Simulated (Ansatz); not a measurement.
Sb:

```xyz
2
Lattice="2.1542 1.2437 3.7580 -2.1542 1.2437 3.7580 0.0000 -2.4875 3.7580" Properties=species:S:1:pos:R:3 pbc="T T T"
Sb    0.0000    0.0000    8.6416
Sb    0.0000    0.0000    2.6324
```

Base run:

```yaml
Program: Ansatz 0.2.0
Functional: BLYP
Potentials_or_basis: all-electron LAPW, scalar-relativistic
Cutoff: 230 eV
Density_cutoff: 921 eV
Basis_error_allowed: 0.001 eV/atom
k_mesh: 8 × 8 × 8
Occupations: fermi-dirac, width 0.05 eV
Spin: no spin polarisation
```

Its results: pressure 6.9 GPa; largest force 0.134 eV/Å.

Task: The run is repeated on the same cell with these changes: functional from BLYP to LDA. What comes out?

Result: Pressure -1.2 GPa; largest force 0.012 eV/Å.

LDA binds more tightly than BLYP, so the same cell stands under less pressure.

Not every run made on this cell is shown here.
